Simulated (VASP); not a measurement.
Wanted: the native input for a VASP 6.6.1 run.

```yaml
Task: relaxation of cell and atoms
Functional: BLYP
Dispersion: D3
Potentials_or_basis: VASP PAW PBE potentials, release 64 (Hf_pv, B)
Cutoff: 600 eV
k_mesh: 10 × 10 × 10
Occupations: fermi-dirac, width 0.05 eV
Spin: no spin polarisation
Further_INCAR_settings: ALGO = Normal; EDIFF = 1e-06; IBRION = 2; EDIFFG = -0.01; NSW = 40; ISIF = 3
```

The structure of HfB lies in POSCAR:

```
HfB
1.0
    0.0000000000      2.3100000000      2.3100000000
    2.3100000000      0.0000000000      2.3100000000
    2.3100000000      2.3100000000      0.0000000000
Hf B
1 1
Direct
    0.5000000000      0.5000000000      0.5000000000
    0.0000000000      0.0000000000      0.0000000000
```

One way to write it, as run:

INCAR

```
PREC = Accurate
ENCUT = 600
EDIFF = 1E-6
ISMEAR = -1
SIGMA = 0.05
LREAL = F
LASPH = T
NELM = 100
ALGO = Normal
ISIF = 3
LWAVE = F
LCHARG = F
GGA = B5
ALDAX = 1.0
AGGAX = 1.0
AGGAC = 1.0
ALDAC = 0.0
IVDW = 11
VDW_S6 = 1.0
VDW_S8 = 1.682
VDW_SR = 1.094
VDW_SR8 = 1.0
IBRION = 2
NSW = 40
EDIFFG = -0.01
```

KPOINTS

```
regular mesh
0
Gamma
  10 10 10
```

Potentials or basis: VASP PAW PBE potentials, release 64 (Hf_pv, B).

Run with:

```bash
$ cat potpaw_PBE.64/Hf_pv/POTCAR potpaw_PBE.64/B/POTCAR > POTCAR
$ mpirun -np 1 vasp_std > vasp.out
```

Results of the run:

- Relaxed volume: 14.04 Å³/atom
- Relaxed cell: a = 3.412 Å, b = 3.412 Å, c = 3.412 Å, α = 60.00°, β = 60.00°, γ = 60.00°
- Space group after relaxing (to 0.05 Å): Fm-3m (No. 225)
- Energy gained by relaxing: 137.8 meV/atom
- Ionic steps: 4
- Pressure after relaxing: -0.1 GPa
- Band gap on the k mesh: none (metal or under the smearing width)
- Dispersion energy per atom: -0.506 eV

Caveat: the PAW data sets were made with another functional, which shifts forces and pressure a little; pairwise dispersion overbinds metals, which lowers pressure and volume.

Run time: 56 s on 1 thread of Intel(R) Xeon(R) Platinum 8559C (Emerald Rapids), on a shared host, peak memory 0.18 GiB.
